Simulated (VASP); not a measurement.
Crystal: BaS.

```
Ba S
1.0
     0.00000    3.19375    3.19375
     3.19375    0.00000    3.19375
     3.19375    3.19375    0.00000
Ba S
1 1
Direct
  0.00000 0.00000 0.00000
  0.50000 0.50000 0.50000
```

Base run:

| Item | Value |
| --- | --- |
| Program | VASP 6.6.1 |
| Functional | MS2 |
| Potentials or basis | VASP PAW PBE potentials, release 64 (Ba_sv, S) |
| Cutoff | 520 eV |
| k mesh | 7 × 7 × 7 |
| Occupations | fermi-dirac, width 0.05 eV |
| Spin | no spin polarisation |

Its results: band gap on the k mesh 2.47 eV, indirect (least direct gap 2.62 eV); pressure 0.9 GPa.

Q: The run is repeated on the same cell with these changes: functional from MS2 to TPSS. What comes out?

A: Band gap on the k mesh 2.25 eV, indirect (least direct gap 2.39 eV); pressure 1.3 GPa.

Caveats: the PAW data sets were made with another functional, which shifts forces and pressure a little; spin-orbit coupling is left out, which moves the levels of the heavy elements.

A k mesh can miss the band edges.
